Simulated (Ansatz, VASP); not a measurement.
# One calculation of SnSe, two programs

```
CELL_PARAMETERS angstrom
0.00000 3.01000 3.01000
3.01000 0.00000 3.01000
3.01000 3.01000 0.00000
ATOMIC_POSITIONS crystal
Sn 0.00000 0.00000 0.00000
Se 0.50000 0.50000 0.50000
```

Measurements of this composition are mostly on another form, of space group No. 62.

Alike in both runs: task relaxation of cell and atoms; functional PBEsol; dispersion D3(BJ); k mesh 8 × 8 × 8; occupations fermi-dirac, width 0.05 eV; no spin polarisation.

```csv
,VASP,Ansatz
version,VASP 6.6.1,Ansatz 0.2.0
potentials or method,"VASP PAW PBE potentials, release 64 (Sn_d, Se)",Ansatz PAW
plane-wave cutoff (eV),600,420
valence electrons in the cell,20,30
```

|  | VASP | Ansatz | Ansatz less VASP |
| --- | --- | --- | --- |
| gap on the k mesh at the Fermi level, each at its own relaxed structure (eV) | 0.74 | 0.74 | +0.001 |
| relaxed volume (Å³/atom) | 25.33 | 25.31 | -0.021 |
| relaxed cell length with the largest relative difference (Å) | 4.153 | 4.152 | -0.0012 |
| energy change over the relaxation (meV/atom) | -25 | -26 | -0.7 |

The two sets of potentials don't hold the same shells in valence.

Caveats: spin-orbit coupling is left out, which moves the levels of the heavy elements; the PAW data sets were made with another functional, which shifts forces and pressure a little (VASP); the plane-wave basis is chosen anew once the cell has moved, so the energies of steps on either side of that aren't comparable (Ansatz); the PAW data sets come from PBE, with cores solved anew for the run's functional, which leaves a small shift of forces and pressure (Ansatz). A k mesh can miss the band edges.
